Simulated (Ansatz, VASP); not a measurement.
# Co (Co(0001), 4 layers) in two plane-wave programs, part 2 of 2

One calculation is typed for both programs; each brings its own data sets. How far apart do they land? The structure shown is the start of the Ansatz relaxation below; VASP solves that cell, so the two are compared at the walk's first step.

VASP 6.6.1 and Ansatz 0.2.0.

So far: Starting point; Ansatz: relaxation, PBE.

## 3. VASP: single point, PBE, start cell

Level of this step: PBE, spin-polarised from a ferromagnetic start; plane waves and PAW (Co) (VASP).

The same cell, functional, mesh and smearing now go to VASP, with its own data sets.

Lines of VASP's logs that name or quote its potential files are left out, and so is its time.

Contents of INCAR:

```
SYSTEM = Co
PREC = Accurate
ENCUT = 520
EDIFF = 1E-06
NELM = 200
ISMEAR = -1
SIGMA = 0.1
LREAL = .FALSE.
ALGO = Normal
GGA = PE
NBANDS = 31
ISPIN = 2
MAGMOM = 1.82 1.76 1.74 1.79
LASPH = .TRUE.
LMAXMIX = 4
LORBIT = 11
LWAVE = .FALSE.
LCHARG = .FALSE.
ISIF = 2
LDIPOL = .TRUE.
IDIPOL = 3
DIPOL = 0.5 0.5 0.5
LVHAR = .TRUE.
GGA_COMPAT = .FALSE.
NELMDL = -8
KPAR = 2
```

Contents of POSCAR:

```
Co
1.0
    2.5100000000      0.0000000000      0.0000000000
    1.2550000000      2.1737237635      0.0000000000
    0.0000000000      0.0000000000     22.1068300000
Co
4
Direct
    0.6666667071      0.6666665859      0.3618791116
    0.0000000000      0.0000000000      0.4539597039
    0.6666667071      0.6666665859      0.5460402961
    0.0000000000      0.0000000000      0.6381208884
```

Contents of KPOINTS:

```
Automatic mesh
0
Gamma
12 12 1
0 0 0
```

The projector-augmented-wave data sets are Co (PBE family, release 64).

Command:

```console
$ mpirun -np 2 vasp_std
```

Numbers of over 12 decimals in the logs are rounded to 6 here.

Log:

```text
[banner, memory and clock lines left out]
running    2 mpi-ranks, on    1 nodes
 distrk:  each k-point on    1 cores,    2 groups
 distr:  one band on    1 cores,    1 groups

 POSCAR found type information on POSCAR Co
 POSCAR found :  1 types and       4 ions
 LDA part: xc-table for (Slater+PW92), standard interpolation
 POSCAR, INCAR and KPOINTS ok, starting setup
 FFT: planning ... GRIDC
 FFT: planning ... GRID_SOFT
 FFT: planning ... GRID
 WAVECAR not read
 entering main loop
       N       E                     dE             d eps       ncg     rms          rms(c)
DAV:   1     0.249916429702E+03    0.24992E+03   -0.15238E+04  2356   0.118E+03
DAV:   2    -0.159186366873E+02   -0.26584E+03   -0.24589E+03  2391   0.268E+02
DAV:   3    -0.305382289935E+02   -0.14620E+02   -0.14098E+02  2720   0.918E+01
DAV:   4    -0.307363367652E+02   -0.19811E+00   -0.19800E+00  2613   0.117E+01
DAV:   5    -0.307432061601E+02   -0.68694E-02   -0.68692E-02  3628   0.141E+00
DAV:   6    -0.307432901636E+02   -0.84004E-04   -0.84002E-04  2835   0.181E-01
DAV:   7    -0.307432946886E+02   -0.45250E-05   -0.45252E-05  3602   0.353E-02
DAV:   8    -0.307432947534E+02   -0.64822E-07   -0.64689E-07  1755   0.476E-03    0.199E+01
DAV:   9    -0.390066876050E+02   -0.82634E+01   -0.69085E+01  2717   0.121E+02    0.427E+01
DAV:  10    -0.324302433445E+02    0.65764E+01   -0.41503E+01  2696   0.969E+01    0.330E+01
DAV:  11    -0.262023480922E+02    0.62279E+01   -0.16766E+01  2967   0.554E+01    0.105E+01
DAV:  12    -0.358250476217E+02   -0.96227E+01   -0.30944E+01  2832   0.840E+01    0.393E+01
DAV:  13    -0.268307208895E+02    0.89943E+01   -0.37799E+01  3135   0.608E+01    0.115E+01
DAV:  14    -0.266376474025E+02    0.19307E+00   -0.51380E+00  2955   0.304E+01    0.121E+01
[...]
DAV:  36    -0.267020742409E+02   -0.12196E-03   -0.21177E-06  1899   0.184E-02    0.672E-03
DAV:  37    -0.267021351962E+02   -0.60955E-04   -0.94789E-07  1969   0.776E-03    0.597E-03
DAV:  38    -0.267022006142E+02   -0.65418E-04   -0.54992E-07  1842   0.600E-03    0.540E-03
DAV:  39    -0.267022488210E+02   -0.48207E-04   -0.33789E-07  1815   0.603E-03    0.494E-03
DAV:  40    -0.267022615535E+02   -0.12733E-04   -0.83758E-08  1710   0.300E-03    0.423E-03
DAV:  41    -0.267022674473E+02   -0.58937E-05   -0.88217E-08  1745   0.291E-03    0.309E-03
DAV:  42    -0.267022699669E+02   -0.25197E-05   -0.15467E-07  1784   0.299E-03    0.166E-03
DAV:  43    -0.267022702989E+02   -0.33200E-06   -0.34595E-08  1605   0.120E-03
   1 F= -.26702270E+02 E0= -.26630221E+02  d E =-.144099E+00  mag=     6.7975
```

From OUTCAR (step 3):

```text
ion  position               nearest neighbor table
   1  0.667  0.667  0.362-   2 2.50   2 2.50   2 2.50
   2  0.000  0.000  0.454-   3 2.50   1 2.50   3 2.50   3 2.50   1 2.50   1 2.50
   3  0.667  0.667  0.546-   2 2.50   4 2.50   2 2.50   2 2.50   4 2.50   4 2.50
   4  0.000  0.000  0.638-   3 2.50   3 2.50   3 2.50

  LATTYP: Found a hexagonal cell.
 ALAT       =     2.5100000000
 C/A-ratio  =     8.8075019920

 Subroutine GETGRP returns: Found 12 space group operations
 (whereof  6 operations were pure point group operations)

The static configuration has the point symmetry C_3v.
 The point group associated with its full space group is D_3d.

 Found     19 irreducible k-points:

   k-points           NKPTS =     19   k-points in BZ     NKDIM =     19   number of bands    NBANDS=     31

   dimension x,y,z NGX =    20 NGY =   20 NGZ =  168
   dimension x,y,z NGXF=    40 NGYF=   40 NGZF=  336

   ENCUT  =  520.0 eV  38.22 Ry    6.18 a.u.   4.67  4.67 41.10*2*pi/ulx,y,z

   NELECT =      36.0000    total number of electrons

 k-points in reciprocal lattice and weights: Automatic mesh
   0.00000000  0.00000000  0.00000000       0.007
   0.08333333  0.00000000  0.00000000       0.042
   0.16666667  0.00000000  0.00000000       0.042
   0.25000000  0.00000000  0.00000000       0.042
   0.33333333  0.00000000  0.00000000       0.042
   0.41666667  0.00000000  0.00000000       0.042
   0.50000000  0.00000000  0.00000000       0.021
   0.16666667  0.08333333  0.00000000       0.042
   0.25000000  0.08333333  0.00000000       0.083
[...]
-0.41666667  0.25000000  0.00000000       0.083
  -0.33333333  0.33333333  0.00000000       0.014

 dipolmoment           0.000000      0.000000     -0.000009 electrons x Angstroem

 average (electrostatic) potential at core
       1 -87.8529       2 -87.9638       3 -87.9637       4 -87.8528

 E-fermi :   0.6407

 spin component 1
 k-point     1 :       0.0000    0.0000    0.0000
  band No.  band energies     occupation
    ...
     20      -0.4557      0.99998
     21      -0.4557      0.99998
     22      -0.3406      0.99995
     23      -0.3406      0.99995
     24      -0.1697      0.99970
     25       0.8207      0.14182
     26       5.3118      0.00000
     27       5.3267      0.00000
     28       6.5036      0.00000
     29       7.2875      0.00000
    ...

 k-point     2 :       0.0833    0.0000    0.0000
  band No.  band energies     occupation
    ...
     20      -0.7956      1.00000
     21      -0.5158      0.99999
     22      -0.4592      0.99998
     23      -0.3225      0.99993
     24       0.4582      0.86122
     25       1.5315      0.00014
     26       5.5270      0.00000
     27       5.5386      0.00000
     28       6.7274      0.00000
     29       7.4647      0.00000
    ...

 k-point     3 :       0.1667    0.0000    0.0000
  band No.  band energies     occupation
    ...
     19      -0.9040      1.00000
     20      -0.8331      1.00000
     21      -0.4682      0.99998
     22      -0.2844      0.99990
     23      -0.1899      0.99975
     24       1.3587      0.00076
     25       2.8134      0.00000
     26       6.1203      0.00000
     27       6.2174      0.00000
     28       7.3980      0.00000
    ...

 k-point     4 :       0.2500    0.0000    0.0000
  band No.  band energies     occupation
    ...
     19      -0.7891      1.00000
     20      -0.7667      1.00000
     21      -0.4620      0.99998
     22      -0.2455      0.99986
     23       0.3526      0.94692
     24       2.4161      0.00000
     25       4.3341      0.00000
     26       7.0820      0.00000
     27       7.3439      0.00000
     28       8.5104      0.00000
    ...

 k-point     5 :       0.3333    0.0000    0.0000
  band No.  band energies     occupation
    ...
     18      -0.5037      0.99999
     19      -0.5004      0.99999
     20      -0.4219      0.99998
     21      -0.3568      0.99995
     22      -0.1882      0.99975
     23       1.1993      0.00374
     24       3.6324      0.00000
     25       6.0535      0.00000
     26       8.2391      0.00000
     27       8.9016      0.00000
    ...

 k-point     6 :       0.4167    0.0000    0.0000
  band No.  band energies     occupation
    ...
     17      -0.2533      0.99987
     18      -0.1640      0.99968
     19      -0.0691      0.99917
     20      -0.0314      0.99880
     21       0.5049      0.79554
     22       0.7283      0.29397
     23       2.3933      0.00000
     24       4.4581      0.00000
     25       7.3570      0.00000
     26       7.5789      0.00000
    ...

  Total       -2.8607910     -2.8607910     -2.1737997      0.0000000      0.0000000     -0.0000000
  in kB      -38.0007498    -38.0007498    -28.8752375      0.0000000      0.0000000     -0.0000000
  external PRESSURE =     -34.9589124 kB  Pullay stress =       0.0000000 kB

  energy-cutoff  :      520.00
  volume of cell :      120.62
      direct lattice vectors                 reciprocal lattice vectors
     2.510000000  0.000000000  0.000000000     0.398406375 -0.230020028  0.000000000
     1.255000000  2.173723763  0.000000000     0.000000000  0.460040055  0.000000000
     0.000000000  0.000000000 22.106830000     0.000000000  0.000000000  0.045234889

 POSITION                                       TOTAL-FORCE (eV/Angst)
 -----------------------------------------------------------------------------------
      2.51000      1.44915      8.00000         0.000000      0.000000      0.507191
      0.00000      0.00000     10.03561        -0.000000     -0.000000     -0.455095
      2.51000      1.44915     12.07122         0.000000      0.000000      0.454829
      0.00000      0.00000     14.10683         0.000000      0.000000     -0.506925
 -----------------------------------------------------------------------------------
    total drift:                                0.000000     -0.000008     -0.000138

  FREE ENERGIE OF THE ION-ELECTRON SYSTEM (eV)
  ---------------------------------------------------
  free  energy   TOTEN  =       -26.7022702989 eV

  energy  without entropy=      -26.5581710084  energy(sigma->0) =      -26.63022065

 vacuum level on the upper side and lower side of the slab         5.594         5.594

 total charge
# of ion       s       p       d       tot
------------------------------------------
    1        0.470   0.386   7.218   8.074
    2        0.477   0.499   7.248   8.224
    3        0.477   0.499   7.248   8.224
    4        0.470   0.386   7.218   8.074
--------------------------------------------------
tot          1.894   1.770  28.931  32.595

 magnetization (x)
# of ion       s       p       d       tot
------------------------------------------
    1       -0.011  -0.042   1.809   1.757
    2       -0.013  -0.051   1.756   1.692
    3       -0.013  -0.051   1.756   1.692
    4       -0.011  -0.042   1.810   1.757
--------------------------------------------------
tot         -0.049  -0.185   7.132   6.898

[... 6 further parts left out ...]
```

## 4. Comparison

Known differences besides the potentials themselves: VASP starts from the moments at which Ansatz ended; the data sets hold 68 valence electrons in Ansatz (on its default PAW (the set named soft_2) files) and 36 in VASP; the cutoff is 420 eV in Ansatz and 520 eV in VASP. Total energies have different zeros and are not compared.

Forces (eV/Å; atoms numbered as in POSCAR):

| atom | Ansatz x, y, z | VASP x, y, z |
| --- | --- | --- |
| Co1 | 0.000, 0.000, 0.489 | 0.000, 0.000, 0.507 |
| Co2 | 0.000, 0.000, -0.465 | 0.000, 0.000, -0.455 |
| Co3 | 0.000, 0.000, 0.465 | 0.000, 0.000, 0.455 |
| Co4 | 0.000, 0.000, -0.489 | 0.000, 0.000, -0.507 |

The forces differ by 8.6 meV/Å r.m.s., which is 3.1 % of the r.m.s. force of 0.278 eV/Å (both taken over all components). Moments aren't recorded for both runs of this pair, so they may hold unlike magnetic states. With vacuum in the cell, a pressure given here is an average over mostly empty space and none of the material.

## 5. Outcome

```json
{"r.m.s. force difference (single point, PBE, start cell)": "3.1 % of the r.m.s. force"}
```

**Reading.** The r.m.s. force difference is 3.1 % of the r.m.s. force (single point, PBE, start cell), at about the 3 % picked in this series as the mark of a large difference. The data sets hold unlike numbers of valence electrons (68 in Ansatz and 36 in VASP), so part of the differences comes from the potentials. 1 further run of this series is not shown here. How closely two codes agree says nothing of how well the functional describes the real material.

[Lines on the potential files, build, host, timing and source positions are cut from VASP's logs without a mark.]

[Logs are printed without paths, hosts, clocks, repeated set-up lines and the standing remarks that a program may print on its own settings, such as how far it seeks lower states.]

[Hosts, paths, dates, database ids (printed as entryN), source tags and the programs' standing remarks are cut or masked in the printed files.]
